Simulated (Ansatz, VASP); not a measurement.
## Two plane-wave programs on Re

```xyz
1
Lattice="2.5172 0.0000 0.0000 0.0000 2.5172 0.0000 0.0000 0.0000 2.5172" Properties=species:S:1:pos:R:3 pbc="T T T"
Re    0.0000    0.0000    0.0000
```

Alike in both runs: task single point; functional revPBE; k mesh 14 × 14 × 14; occupations fermi-dirac, width 0.1 eV; no spin polarisation.

|  | VASP | Ansatz |
| --- | --- | --- |
| version | VASP 6.6.1 | Ansatz 0.2.0 |
| potentials or method | VASP PAW PBE potentials, release 64 (Re) | plane waves (420 eV) with PAW, scalar-relativistic |
| plane-wave cutoff (eV) | 520 | 420 |
| valence electrons in the cell | 7 | 15 |

```csv
,VASP,Ansatz,Ansatz less VASP
pressure (GPa),23.3,24.6,+1.25
```

The functional is the same, so the differences come from potentials, cutoffs and numerics. The two sets of potentials don't hold the same shells in valence.

Caveats: so large a pressure means that the cell lies far from this level's equilibrium, or that cutoff or potentials fall short (VASP); the potentials were made for another functional, which shifts forces and pressure (VASP). Spin-orbit coupling is left out, which matters for the levels of Re.
